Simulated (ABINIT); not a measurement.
The system is PtS2.

```
Pt S
1.0
     3.54320    0.00000    0.00000
    -1.77160    3.06850    0.00000
     0.00000    0.00000    5.03880
Pt S
1 2
Direct
  0.00000 0.00000 0.00000
  0.66667 0.33333 0.77300
  0.33333 0.66667 0.22700
```

Base run:

| Quantity | Value |
| --- | --- |
| Program | ABINIT 10.8.3 (patched build) |
| Functional | rPW86PBE |
| Potentials or basis | JTH PAW PBE v2.0 |
| Cutoff | 544 eV |
| k mesh | 9 × 9 × 5 |
| Occupations | fermi-dirac, width 0.05 eV |
| Spin | no spin polarisation |

Its results: band gap on the k mesh 1.02 eV, indirect (least direct gap 1.09 eV); pressure 18.5 GPa; largest force 1.920 eV/Å.

Question: After a change of settings the same cell gave: band gap on the k mesh 0.97 eV, indirect (least direct gap 1.02 eV); pressure 12.5 GPa; largest force 1.414 eV/Å. Which change was it?
A. functional from rPW86PBE to WC
B. functional from rPW86PBE to PBEsol
C. functional from rPW86PBE to PW91
D. functional from rPW86PBE to RPBE

Answer: C.

Caveats: spin-orbit coupling is left out, which moves the levels of the heavy elements; so large a pressure means that the cell lies far from this level's equilibrium, or that cutoff or potentials fall short (some runs); the potentials were made for another functional, which shifts forces and pressure (some runs); the PAW data sets were made with another functional, which shifts forces and pressure a little (some runs).

Runs at the PBE level aren't shown here.
